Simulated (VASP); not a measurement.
## GaN under changes of volume

One of the cells (11.673 Å³/atom); the others are scaled copies at fixed shape and fractional positions:

```
CELL_PARAMETERS angstrom
0.00000 2.26842 2.26842
2.26842 0.00000 2.26842
2.26842 2.26842 0.00000
ATOMIC_POSITIONS crystal
Ga 0.00000 0.00000 0.00000
N 0.25000 0.25000 0.25000
```

The cell is a database's computed one.

| Item | Value |
| --- | --- |
| Program | VASP 6.6.1 |
| Functional | PBE |
| Potentials or basis | VASP PAW PBE potentials, release 64 (Ga_d, N) |
| Cutoff | 520 eV |
| k mesh | 10 × 10 × 10 |
| Occupations | fermi-dirac, width 0.05 eV |
| Spin | no spin polarisation |

```tsv
volume (Å³/atom)	energy over the lowest point (meV/atom)	pressure (GPa)	gap on the mesh (eV)
10.757	?	?	?
10.986	31.27	13.6	1.99
11.215	14.94	9.1	1.85
11.673	0.00	1.4	1.60
11.902	0.24	-1.9	1.47
12.131	4.92	-4.8	1.35
```

**Question.** What does the run at 10.757 Å³/atom give?

**Answer.** Energy over the lowest point 54.42 meV/atom; pressure 18.6 GPa; gap on the mesh 2.12 eV.

Worked out: A Birch-Murnaghan fit of order 3 (a polynomial in V^(-2/3)) to the other rows has its minimum at 11.78 Å³/atom with B0 = V·E''(V) = 170 GPa and B' = 4.4. It gives 54.41 meV/atom at 10.757 Å³/atom, against the run's 54.42, and -dE/dV = 18.7 GPa, against 18.6. A straight line through the other rows of the gap, of slope -6.43 eV per unit of ln V (its deformation potential), extrapolates to 2.12 eV, against the run's 2.12.

Energies are extrapolated to zero smearing.

Spin-orbit coupling on Ga is left out.
